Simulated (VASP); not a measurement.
Method: revPBE GGA, VASP's PBE PAW potentials (set 64) (plane waves; VASP).

VASP input:

### KPOINTS
```
K-points
0
gamma
6 6 6
0 0 0
```

POSCAR:
```
CsI
4.7773130
  0.9999998983   0.0000000000   0.0000000000
  0.0000000000   0.9999998983   0.0000000000
  0.0000000000   0.0000000000   0.9999998983
Cs I
1 1
Cart
  0.0000000000   0.0000000000   0.0000000000
  0.4999999491   0.4999999491   0.4999999491
```

**INCAR**
```
# general
SYSTEM  = CsI
PREC    = Accurate
ENCUT   = 520
LREAL   = .FALSE.
LASPH   = .TRUE.

# electronic loop
EDIFF   = 1E-7
NELM    = 100
ALGO    = Normal
LMAXMIX = 4

# smearing
ISMEAR  = 0
SIGMA   = 0.05

# functional
GGA     = RE

# ions
ISIF    = 2

# output
LWAVE   = .FALSE.
LCHARG  = .FALSE.
```

POTCAR, in this order: Cs_sv I (PBE.64 set). Program: vasp_std.

Output of the run:

**OSZICAR**
```
       N       E                     dE             d eps       ncg     rms          rms(c)
DAV:   1     0.941310974262E+02    0.94131E+02   -0.62101E+03   480   0.109E+03
DAV:   2     0.251329716784E+01   -0.91618E+02   -0.86750E+02   696   0.166E+02
DAV:   3    -0.513828955950E+01   -0.76516E+01   -0.76357E+01   592   0.545E+01
DAV:   4    -0.524521708041E+01   -0.10693E+00   -0.10690E+00   580   0.815E+00
DAV:   5    -0.524670594549E+01   -0.14889E-02   -0.14888E-02   604   0.989E-01    0.174E+00
DAV:   6    -0.510346621601E+01    0.14324E+00   -0.19835E-01   540   0.202E+00    0.135E+00
DAV:   7    -0.507914471384E+01    0.24322E-01   -0.19262E-01   564   0.211E+00    0.725E-01
DAV:   8    -0.508886574586E+01   -0.97210E-02   -0.18935E-02   544   0.934E-01    0.899E-02
DAV:   9    -0.508995435971E+01   -0.10886E-02   -0.22496E-03   568   0.312E-01    0.857E-02
DAV:  10    -0.509019368294E+01   -0.23932E-03   -0.36964E-04   556   0.160E-01    0.255E-02
DAV:  11    -0.509019529509E+01   -0.16121E-05   -0.48633E-05   584   0.333E-02    0.115E-02
DAV:  12    -0.509020147554E+01   -0.61805E-05   -0.16333E-05   524   0.330E-02    0.943E-04
DAV:  13    -0.509020170810E+01   -0.23256E-06   -0.22309E-07   568   0.343E-03    0.116E-03
DAV:  14    -0.509020185150E+01   -0.14340E-06   -0.20789E-07   512   0.377E-03    0.399E-04
DAV:  15    -0.509020186552E+01   -0.14019E-07   -0.66208E-09   360   0.679E-04
   1 F= -.50902019E+01 E0= -.50902019E+01  d E =-.547726E-14
```

File OUTCAR:
```
------------------------ aborting loop because EDIFF is reached ----------------------------------------
  FORCE on cell =-STRESS in cart. coord.  units (eV):
  Direction    XX          YY          ZZ          XY          YZ          ZX
  --------------------------------------------------------------------------------------
  Total        0.1704622      0.1704622      0.1704622      0.0000000      0.0000000     -0.0000000
  in kB        2.5048847      2.5048847      2.5048847      0.0000000      0.0000000     -0.0000000
  external PRESSURE =       2.5048847 kB  Pullay stress =       0.0000000 kB
  volume of cell :      109.03
      direct lattice vectors                 reciprocal lattice vectors
     4.777312514  0.000000000  0.000000000     0.209322710  0.000000000  0.000000000
     0.000000000  4.777312514  0.000000000     0.000000000  0.209322710  0.000000000
     0.000000000  0.000000000  4.777312514     0.000000000  0.000000000  0.209322710
 POSITION                                       TOTAL-FORCE (eV/Angst)
 -----------------------------------------------------------------------------------
      0.00000      0.00000      0.00000         0.000000      0.000000      0.000000
      2.38866      2.38866      2.38866         0.000000      0.000000      0.000000
 -----------------------------------------------------------------------------------
    total drift:                               -0.000000      0.000000      0.000000
  FREE ENERGIE OF THE ION-ELECTRON SYSTEM (eV)
  ---------------------------------------------------
  free  energy   TOTEN  =        -5.0902018655 eV

  energy  without entropy=       -5.0902018655  energy(sigma->0) =       -5.09020187
```
(Selected blocks of OUTCAR.)

The compound is CsI in the CsCl type structure. This cell is one point of a volume scan, at 0.97 of the reference volume.
